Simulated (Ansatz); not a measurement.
# Phases of TiO2 at 0.01 GPa

Structure types of TiO2 are relaxed in primitive cells with their symmetry kept at 0.01 GPa, on PAW files; LAPW relaxes the small cells further and takes the PAW cell for the others (marked *). The enthalpy is E + pV at zero temperature, without zero-point motion. Only the types listed were tried, and differences under about 5 meV/atom are mesh noise. The real phase may be another.

All numbers are PBE results (scalar-relativistic) from Ansatz 0.2.0, with Fermi–Dirac smearing of 0.1 eV, no spin polarisation. Methods: LAPW: all electrons, basis error target 0.5 meV/atom; PAW: frozen-core files, cutoff 420 eV.

k meshes: rutile 7×7×11, fluorite 11×11×11.

Which type is lowest in enthalpy, and by how much?

rutile, 272 meV/atom below fluorite. The whole table:

| start type | ends as | a, b, c (Å) | V (Å³/atom) | H − H(lowest), LAPW (meV/atom) | same, PAW |
| --- | --- | --- | --- | --- | --- |
| rutile* | rutile, P4_2/mnm | 4.643, 4.643, 2.964 | 10.65 | 0.0 | 0.0 |
| fluorite | fluorite, Fm-3m | 4.830, 4.830, 4.830 | 9.39 | 272.1 | 272.9 |
